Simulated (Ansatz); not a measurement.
Computed with Ansatz on PBE0-D4/def2-TZVP structures; ΔE is electronic, products minus reactants. CCSD(T)/CBS is the MP2 limit (def2-TZVPP, def2-QZVPP) plus CCSD(T) − MP2 in def2-TZVPP, frozen cores. This one scheme is used for every species. Functionals use def2-TZVPP. One conformer a species, not always the lowest.

`BOCCO` + H₂S → `BS` + `OCCO`  (ligand exchange at a B–O bond)

```tsv
level	ΔE (kJ/mol)
PBE-D4	32.0
B2PLYP	43.5
r2SCAN	35.1
HF/def2-TZVPP	53.5
CCSD/def2-TZVPP	44.6
HF/def2-QZVPP	55.3
SCS-MP2/def2-QZVPP	45.0
CCSD/CBS(def2)	44.0
```

(1) What does CCSD(T)/CBS give? (Best estimate.)

Largest T1 diagnostic among the species: 0.015.

## Answers

(1) Computed: +41.9 kJ/mol. The listed levels differ from it by -9.9, 1.6, -6.8, 11.6, 2.7, 13.4, 3.1, 2.1 kJ/mol.

In def2-TZVPP, CCSD(T) changes the Hartree–Fock value by −11.0 kJ/mol (the triples alone add −2.1 kJ/mol) and MP2 by −13.1 kJ/mol.

CCSD(T)/CBS has its own doubt, a few kJ/mol and more with outer-core shells, so smaller differences from it don't rank the levels.
